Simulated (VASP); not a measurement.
# MgS (I4/mmm) in VASP: notebook

Runs on MgS. Level: PBE. Tasks: single point.

Program: VASP 6.6.1. These are calculated values, not measurements. Logs are shortened: lines on timing, memory, paths and dates and some standing lists are left out, and cuts for length are marked.

### 1 The cell of the first run

The structure is tetragonal, space group I4/mmm (No. 139). Conventional cell: a = 3.679 Å, b = 3.679 Å, c = 5.073 Å, α = 90.00°, β = 90.00°, γ = 90.00°. Mg (site symmetry 4/mmm) is surrounded by 6 S at 2.54 to 2.60 Å. S (site symmetry 4/mmm) is surrounded by 6 Mg at 2.54 to 2.60 Å.

### 2 Single point, PBE (strain +0.000 along x and y, -0.025 along z, atoms carried along)

The input, INCAR:

```
SYSTEM = MgS
PREC = Accurate ; ENCUT = 520
EDIFF = 1E-6 ; ISMEAR = 0
SIGMA = 0.05 ; LREAL = .False.
LASPH = .True. ; NELM = 100
ALGO = Normal ; ISIF = 2
LWAVE = .False. ; LCHARG = .False.
GGA = PE ; NBANDS = 11
```

The input, KPOINTS:

```
Automatic mesh
0
Gamma
  8 8 8
  0 0 0
```

The input, POSCAR:

```
MgS
1.0
    0.0000000000      2.6016500000      2.5366087500
    2.6016500000      0.0000000000      2.5366087500
    2.6016500000      2.6016500000      0.0000000000
Mg S
1 1
Direct
    0.0000000000      0.0000000000      0.0000000000
    0.5000000000      0.5000000000      0.5000000000
```

Potentials or basis: VASP PAW PBE potentials, release 64 (Mg, S).

Run with:

```
$ cat potpaw_PBE.64/Mg/POTCAR potpaw_PBE.64/S/POTCAR > POTCAR
$ mpirun -np 1 vasp_std > vasp.out
```

OUTCAR:

```text
SYSTEM = MgS
   PREC = Accurate
   ENCUT = 520
   EDIFF = 1E-6
   ISMEAR = 0
   LREAL = .False.
   LASPH = .True.
   NELM = 100
   ISIF = 2
   GGA = PE

 ion  position               nearest neighbor table
   1  0.000  0.000  0.000-   2 2.54   2 2.54   2 2.60   2 2.60   2 2.60   2 2.60
   2  0.500  0.500  0.500-   1 2.54   1 2.54   1 2.60   1 2.60   1 2.60   1 2.60

  LATTYP: Found a body centered tetragonal cell.
 ALAT       =     3.6792887145
 C/A-ratio  =     1.3788582233

  Lattice vectors:

 A1 = (   0.0000000000,  -2.6016500000,  -2.5366087500)
 A2 = (   0.0000000000,   2.6016500000,  -2.5366087500)
 A3 = (   2.6016500000,   0.0000000000,   2.5366087500)

Analysis of symmetry for initial positions (statically):
=====================================================================
 Subroutine PRICEL returns:
 Original cell was already a primitive cell.

 Routine SETGRP: Setting up the symmetry group for a
 body centered tetragonal supercell.

 Subroutine GETGRP returns: Found 16 space group operations
 (whereof 16 operations were pure point group operations)
 out of a pool of 16 trial point group operations.

The static configuration has the point symmetry D_4h.

Analysis of symmetry for dynamics (positions and initial velocities):
=====================================================================
 Subroutine PRICEL returns:
 Original cell was already a primitive cell.

 Routine SETGRP: Setting up the symmetry group for a
 body centered tetragonal supercell.

 Subroutine GETGRP returns: Found 16 space group operations
 (whereof 16 operations were pure point group operations)
 out of a pool of 16 trial point group operations.

The dynamic configuration has the point symmetry D_4h.

 Subroutine INISYM returns: Found 16 space group operations
 (whereof 16 operations are pure point group operations),
 and found     1 'primitive' translations

----------------------------------------------------------------------------------------

                                     Primitive cell

  volume of cell :      34.3385

  direct lattice vectors                    reciprocal lattice vectors
     0.000000000  2.601650000  2.536608750    -0.192185728  0.192185728  0.197113567
     2.601650000  0.000000000  2.536608750     0.192185728 -0.192185728  0.197113567
     2.601650000  2.601650000  0.000000000     0.192185728  0.192185728 -0.197113567

  length of vectors
     3.633588677  3.633588677  3.679288715     0.335744645  0.335744645  0.335744645

  position of ions in fractional coordinates (direct lattice)
     0.000000000  0.000000000  0.000000000
     0.500000000  0.500000000  0.500000000

  ion indices of the primitive-cell ions
   primitive index   ion index
                 1           1
                 2           2

----------------------------------------------------------------------------------------

 KPOINTS: Automatic mesh

Automatic generation of k-mesh.
 Grid dimensions read from file:
 generate k-points for:    8    8    8

 Generating k-lattice:

  Cartesian coordinates                     Fractional coordinates (reciprocal lattice)
    -0.024023216  0.024023216  0.024639196     0.125000000  0.000000000  0.000000000
     0.024023216 -0.024023216  0.024639196     0.000000000  0.125000000  0.000000000
     0.024023216  0.024023216 -0.024639196     0.000000000  0.000000000  0.125000000

  Length of vectors
     0.041968081  0.041968081  0.041968081

  Shift w.r.t. Gamma in fractional coordinates (k-lattice)
     0.000000000  0.000000000  0.000000000

 Subroutine IBZKPT returns following result:
 ===========================================

 Found     59 irreducible k-points:

 Following reciprocal coordinates:
            Coordinates               Weight
  0.000000  0.000000  0.000000      1.000000
  0.125000 -0.000000  0.000000      8.000000
  0.250000 -0.000000  0.000000      8.000000
  0.375000 -0.000000  0.000000      8.000000
  0.500000 -0.000000  0.000000      4.000000
  0.125000  0.125000  0.000000      2.000000
[... 16 lines left out ...]
  0.250000 -0.000000  0.125000     16.000000
  0.375000  0.000000  0.125000     16.000000
 [... further k-points ...]
   k-points           NKPTS =     59   k-points in BZ     NKDIM =     59   number of bands    NBANDS=     11
   number of dos      NEDOS =    301   number of ions     NIONS =      2
   total plane-waves  NPLWV =  21952
   dimension x,y,z NGX =    28 NGY =   28 NGZ =   28
   dimension x,y,z NGXF=    56 NGYF=   56 NGZF=   56
   ions per type =               1   1
   NGX,Y,Z   is equivalent  to a cutoff of  12.81, 12.81, 12.65 a.u.
   NGXF,Y,Z  is equivalent  to a cutoff of  25.62, 25.62, 25.30 a.u.
 SYSTEM =  MgS
   PREC   = accura    normal or accurate (medium, high low for compatibility)
   ISTART =      0    job   : 0-new  1-cont  2-samecut
   ICHARG =      2    charge: 1-file 2-atom 10-const
   ISPIN  =      1    spin polarized calculation?
   LNONCOLLINEAR =      F non collinear calculations
   LSORBIT =      F    spin-orbit coupling
   LASPH  =      T    aspherical Exc in radial PAW
   ENCUT  =  520.0 eV  38.22 Ry    6.18 a.u.   6.76  6.76  6.84*2*pi/ulx,y,z
   NELM   =    100;   NELMIN=  2; NELMDL= -5     # of ELM steps
   EDIFF  = 0.1E-05   stopping-criterion for ELM
   LREAL  =      F    real-space projection
   EDIFFG = 0.1E-04   stopping-criterion for IOM
   NSW    =      0    number of steps for IOM
   IBRION =     -1    ionic relax: 0-MD 1-quasi-New 2-CG
   NFREE  =      0    steps in history (QN), initial steepest desc. (CG)
   ISIF   =      2    stress and relaxation
   ISYM   =      2    0-nonsym 1-usesym 2-fastsym
   POTIM  = 0.5000    time-step for ionic-motion
   TEBEG  =    0.0;   TEEND  =   0.0 temperature during run
   PSTRESS=    0.0 pullay stress
   NELECT =       8.0000    total number of electrons
   NUPDOWN=      -1.0000    fix difference up-down
   EMIN   =  10.00;   EMAX   =-10.00  energy-range for DOS
   EFERMI =   0.00;   METHOD = LEGACY
   ISMEAR =     0;   SIGMA  =   0.05  broadening in eV -4-tet -1-fermi 0-gaus
   EFERMI_NEDOS =   21; number of points for ismear=-14 and -15
   IALGO  =     38    algorithm
   IMIX   =      4    mixing-type and parameters
     AMIX     =   0.40;   BMIX     =  1.00
     AMIX_MAG =   1.60;   BMIX_MAG =  1.00
  volume/ion in A,a.u.               =      17.17       115.86
  Fermi-wavevector in a.u.,A,eV,Ry     =   1.007344  1.903604 13.806399  1.014742
  Thomas-Fermi vector in A             =   2.140143
   LORBIT       =      0    0 simple, 1 ext, 2 COOP (PROOUT), +10 PAW based schemes
   GGA     = PE    functional components
   LHFCALC =     F    Hartree Fock is set to
   AEXX    =    0.0000 exact exchange contribution
   IVDW    =     0    specifies the selected vdW correction
   LEPSILON=     F    determine dielectric tensor
   LRPA    =     F    only Hartree local field effects (RPA)
 non-spin polarized calculation
 Gauss-broadening in eV      SIGMA  =   0.05
  energy-cutoff  :      520.00
  volume of cell :       34.34
 maximum number of plane-waves:       938
   NGX = 13   NGY = 13   NGZ = 13

 number of electron       7.9999999 magnetization

 Free energy of the ion-electron system (eV)
  ---------------------------------------------------
  ext. energy  EPLUGINS =         0.00000000
  ---------------------------------------------------
  free energy    TOTEN  =        -8.48566013 eV

  energy without entropy =       -8.48566013  energy(sigma->0) =       -8.48566013

 E-fermi :   4.2827     XC(G=0):  -9.7922

 val. band max:        3.9905699130   @ k =   0.0000   0.0000   0.0000
 cond. band min:       6.7006349921   @ k =   0.5000   0.5000   0.0000
 fundamental gap:      2.7100650791
 Fermi energy:         4.2826833684

 k-point     1 :       0.0000    0.0000    0.0000
  band No.  band energies     occupation
      1      -8.8613      2.00000
      2       3.8758      2.00000
      3       3.9906      2.00000
      4       3.9906      2.00000
      5       7.8663      0.00000
      6      11.8063      0.00000
      7      11.8063      0.00000
      8      12.0725      0.00000
      9      14.1533      0.00000
     10      14.5032      0.00000
     11      16.5568      0.00000

 k-point     2 :       0.1250   -0.0000    0.0000
  band No.  band energies     occupation
      1      -8.7041      2.00000
      2       2.8850      2.00000
      3       3.8248      2.00000
      4       3.8701      2.00000
      5       8.6550      0.00000
      6      11.5918      0.00000
      7      12.0507      0.00000
      8      12.2584      0.00000
      9      13.5851      0.00000
     10      13.8444      0.00000
     11      16.8297      0.00000

 k-point     3 :       0.2500   -0.0000    0.0000
  band No.  band energies     occupation
      1      -8.2774      2.00000
      2       1.0820      2.00000
      3       3.6100      2.00000
      4       3.6189      2.00000
      5       9.0048      0.00000
      6      11.6493      0.00000
      7      11.9535      0.00000
      8      12.4052      0.00000
      9      14.2798      0.00000
     10      14.3062      0.00000
     11      16.0348      0.00000

 k-point     4 :       0.3750   -0.0000    0.0000
  band No.  band energies     occupation
      1      -7.7528      2.00000
      2      -0.4098      2.00000
      3       3.3829      2.00000
      4       3.4385      2.00000
      5       8.6794      0.00000
      6      10.9955      0.00000
      7      11.2958      0.00000
      8      13.9888      0.00000
      9      15.6638      0.00000
     10      16.2537      0.00000
     11      16.3330      0.00000
[... 239 lines left out ...]
 k-point    22 :       0.1250    0.0000    0.1250
  band No.  band energies     occupation
      1      -8.6568      2.00000
      2       2.9686      2.00000
      3       3.5379      2.00000
      4       3.6803      2.00000
      5       9.0046      0.00000
      6      10.8791      0.00000
      7      12.4293      0.00000
      8      12.5548      0.00000
      9      12.7065      0.00000
     10      14.6695      0.00000
     11      17.6777      0.00000

 k-point    23 :       0.2500   -0.0000    0.1250
  band No.  band energies     occupation
      1      -8.3246      2.00000
      2       1.6138      2.00000
      3       3.2973      2.00000
      4       3.3980      2.00000
      5       9.5856      0.00000
      6      10.7897      0.00000
      7      11.3458      0.00000
      8      12.8578      0.00000
      9      13.8376      0.00000
     10      15.0632      0.00000
     11      17.5083      0.00000

 k-point    24 :       0.3750    0.0000    0.1250
  band No.  band energies     occupation
      1      -7.8265      2.00000
      2       0.1254      2.00000
      3       2.9822      2.00000
      4       3.1491      2.00000
      5       9.3096      0.00000
      6      10.5600      0.00000
      7      12.1353      0.00000
      8      12.4061      0.00000
      9      15.5438      0.00000
     10      16.8164      0.00000
     11      17.0409      0.00000

 [... further k-points ...]
[... 5 lines left out ...]
  --------------------------------------------------------------------------------------
  -------------------------------------------------------------------------------------
  Total        0.4289347      0.4289347      1.1093092      0.0000000     -0.0000000      0.0000000
  in kB       20.0133869     20.0133869     51.7585359      0.0000000     -0.0000000      0.0000000
  external PRESSURE =      30.5951032 kB  Pullay stress =       0.0000000 kB

 VOLUME and BASIS-vectors are now :
 -----------------------------------------------------------------------------
  energy-cutoff  :      520.00
  volume of cell :       34.34
      direct lattice vectors                 reciprocal lattice vectors
     0.000000000  2.601650000  2.536608750    -0.192185728  0.192185728  0.197113567
     2.601650000  0.000000000  2.536608750     0.192185728 -0.192185728  0.197113567
     2.601650000  2.601650000  0.000000000     0.192185728  0.192185728 -0.197113567

 POSITION                                       TOTAL-FORCE (eV/Angst)
 -----------------------------------------------------------------------------------
      0.00000      0.00000      0.00000         0.000000      0.000000      0.000000
      2.60165      2.60165      2.53661        -0.000000     -0.000000     -0.000000
 -----------------------------------------------------------------------------------
    total drift:                                0.000000      0.000000      0.000000

  FREE ENERGIE OF THE ION-ELECTRON SYSTEM (eV)
  ---------------------------------------------------
  free  energy   TOTEN  =        -8.4856601283 eV

  energy  without entropy=       -8.4856601283  energy(sigma->0) =       -8.48566013
```

Wall time 16 s (1 thread of AMD EPYC 7R13 (Zen 3), shared host); peak memory 0.14 GiB.

Results:

| Property | Result |
| --- | --- |
| Free energy | -8.4857 eV |
| Pressure | 3.1 GPa |
| Band gap on the k mesh | 2.71 eV, indirect (least direct gap 3.88 eV) |

A k mesh can miss the band edges.

### 3 Single point, PBE (strain -0.050 along x and y, +0.000 along z, atoms carried along)

The input, INCAR:

```
  ALGO = Normal
  EDIFF = 1E-7
  ENCUT = 520
  GGA = PE
  ISIF = 2
  ISMEAR = 0
  LASPH = T
  LCHARG = T
  LELF = T
  LREAL = F
  LVHAR = T
  LWAVE = F
  NBANDS = 11
  NELM = 60
  PREC = Accurate
  SIGMA = 0.05
```

The input, KPOINTS:

```
k-points
0
Gamma
  8 8 8
```

The input, POSCAR:

```
MgS
1.0
    0.0000000000      2.4715675000      2.6016500000
    2.4715675000      0.0000000000      2.6016500000
    2.4715675000      2.4715675000      0.0000000000
Mg S
1 1
Direct
    0.0000000000      0.0000000000      0.0000000000
    0.5000000000      0.5000000000      0.5000000000
```

Potentials or basis: VASP PAW PBE potentials, release 64 (Mg, S).

Run with:

```
$ cat potpaw_PBE.64/Mg/POTCAR potpaw_PBE.64/S/POTCAR > POTCAR
$ mpirun -np 1 vasp_std > vasp.out
```

Wall time 17 s (1 thread of AMD EPYC 7R13 (Zen 3), shared host); peak memory 0.14 GiB.

Results (log left out):

- Free energy: -8.3558 eV
- Pressure: 11.3 GPa
- Band gap on the k mesh: 2.78 eV, indirect (least direct gap 4.44 eV)

Stress tensor (GPa, compression positive):
```
14.16  0.00  0.00
 0.00 14.16  0.00
 0.00  0.00  5.58
```

Levels at points of the mesh, in eV from the valence-band top:
| k point | band 1 | band 2 | band 3 | band 4 | band 5 | band 6 | band 7 | band 8 | band 9 |
| --- | --- | --- | --- | --- | --- | --- | --- | --- | --- |
| (0.00, 0.00, 0.00) | -13.42 | -0.19 | -0.19 | 0.00 | 4.44 | 7.38 | 7.95 | 7.95 | 9.95 |
| (0.50, 0.00, 0.00) | -11.84 | -5.53 | -0.94 | -0.75 | 4.51 | 6.68 | 7.20 | 11.13 | 12.64 |
| (0.50, 0.50, 0.00) | -11.54 | -4.93 | -1.87 | -1.87 | 3.12 | 4.06 | 12.57 | 12.91 | 14.59 |
| (0.50, 0.00, 0.50) | -11.30 | -4.85 | -2.36 | -1.90 | 2.78 | 3.88 | 12.98 | 13.07 | 13.47 |

(Continued in part 2 of 2.)
